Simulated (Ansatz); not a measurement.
# Sb: pressure and energy above lowest point against volume per atom

Equation of state of a cubic crystal from periodic Kohn-Sham density functional theory without spin; pressure corrected for the finite basis. The results are calculated, by Ansatz 0.2.0 development build.

Cell of the first row (space group Fd-3m, No. 227):
```
cell vectors (Å)
   0.0000     3.4260     3.4260
   3.4260     0.0000     3.4260
   3.4260     3.4260     0.0000
atoms (fractions of the cell vectors)
Sb  0.00000  0.00000  0.00000
Sb  0.25000  0.25000  0.25000
```

Settings of every row: formula Sb; structure type diamond; functional PBE; spin treatment none; k mesh 9x9x9; occupation method fermi-dirac; occupation width 0.061225619 eV; wave cutoff 700 eV; datasets hard PAW; density cutoff ratio 4.

Limits: a cubic model structure, not a phase known at ambient conditions; modest k-mesh, values are not fully converged in k; the SCF threshold is loose for a stress in some rows.

```
row  volume per atom (Å³)  pressure (GPa)  energy above lowest point (meV/atom)
  1                40.211           2.241                                 17.54
  2                41.067           1.441                                  7.74
  3                41.922           0.714                                  2.02
  4                42.778           0.054                                     0
  5                43.633               ?                                     ?
  6                44.489          -1.087                                  5.72
  7                45.344          -1.579                                 12.86
```

Question: what pressure and energy above lowest point should row 5 give?

Worked fit of pressure. Take u = (V_r/V)^(2/3) − 1 with V_r = 42.35 Å³ an atom, which is twice the finite (Eulerian) strain; such expansions in the strain, on which the Birch-Murnaghan equation of state is built, carry the rest volume and the bulk modulus. The shown rows have u = 0.03516, 0.02072, 0.00679, -0.00668, -0.03232, -0.04452. Least squares give pressure = 0.3764 + 49.005 × u + 114.45 × u² GPa; a straight line predicts inner rows, each left out in turn, worse (root mean square 0.071 against 0.00076 GPa). The rows lie off it by 0.000, 0.000, 0.000, 0.000, 0.001, -0.001. The pressure vanishes at u = -0.0078, or V = 42.85 Å³ an atom, and there the bulk modulus at fixed shape and fractions is B = −V dP/dV = (2/3)(1 + u) dP/du = 31.2 GPa. The withheld row has u = -0.0197, so the fit gives 0.3764 + 49.005 × (-0.0197) + 114.45 × (-0.0197)² = -0.545 GPa.

The calculation gave -0.544 GPa. The fit lies 0.001 GPa (0.026 % of the column's range) below it, one unit of the last digit.

Worked fit of energy above lowest point. Take u = (V_r/V)^(2/3) − 1 with V_r = 42.35 Å³ an atom, which is twice the finite (Eulerian) strain; such expansions in the strain, on which the Birch-Murnaghan equation of state is built, carry the rest volume and the bulk modulus. The shown rows have u = 0.03516, 0.02072, 0.00679, -0.00668, -0.03232, -0.04452. Least squares give energy above lowest point = 0.571 + 149.04 × u + 9514.5 × u² − 754 × u³ meV/atom; a parabola predicts inner rows, each left out in turn, worse (root mean square 0.014 against 0.0037 meV/atom). All shown rows lie on it to the printed digit. Its lowest point lies at u = -0.0078, or V = 42.85 Å³ an atom, and the curvature there gives the bulk modulus at fixed shape and fractions, B = (4/9)(1 + u)² E″(u)/V = 31.2 GPa. The withheld row has u = -0.0197, so the fit gives 0.571 + 149.04 × (-0.0197) + 9514.5 × (-0.0197)² − 754 × (-0.0197)³ = 1.33 meV/atom.

The calculation gave 1.34 meV/atom. The fit lies 0.01 meV/atom (0.057 % of the column's range) below it, one unit of the last digit.
